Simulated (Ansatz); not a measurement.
HgTe, DFT, LDA, PAW with Ansatz's default frozen-core files, scalar-relativistic (Ansatz 0.2.0), run on 1 thread of Intel(R) Xeon(R) 6975P-C (Granite Rapids) on a shared host.

The cell is COD entry 1539232, as deposited and not checked against the literature; nothing was relaxed. The listed cell was then made from it by scaling, straining or moving an atom.

Command: `ansatz run input.yaml --threads 1 --pin off --max-ram 3072MiB --backend cpu --events-out ev --progress --plain --runs-dir out`

```yaml
crystal:
  lattice:
    - [0.0, 3.2235, 3.15903]
    - [3.2235, 0.0, 3.15903]
    - [3.2235, 3.2235, 0.0]
  atoms:
    - { symbol: Hg, position: [0.0, 0.0, 0.0] }
    - { symbol: Te, position: [0.75, 0.75, 0.75] }
kpoints:
  mp_grid: { grid: [11, 11, 11] }
scf:
  occupations: { method: fermi_dirac, width: 0.03 }
hamiltonian:
  xc: lda
  pseudopotentials: { kind: paw }
output:
  forces: true
  stress: true
  eigenvalues: true
  efg: { contact_densities: true }
```

Question: How large is the problem that the program sets up?

Answer: 126 irreducible k-points, 1283 plane waves at Γ, 22 bands.

Question: About how long does it take, and how much memory does it use?

Answer: 8.4 s of wall time for 6 SCF iterations, with a peak of 0.57 GiB. Times on shared machines scatter by tens of per cent.

Question: And the same cell and mesh by all-electron PAW (datasets made for this crystal), asked for forces, stress, eigenvalues, efg, on the same hardware?

Answer: 13 s, peak memory 0.78 GiB.
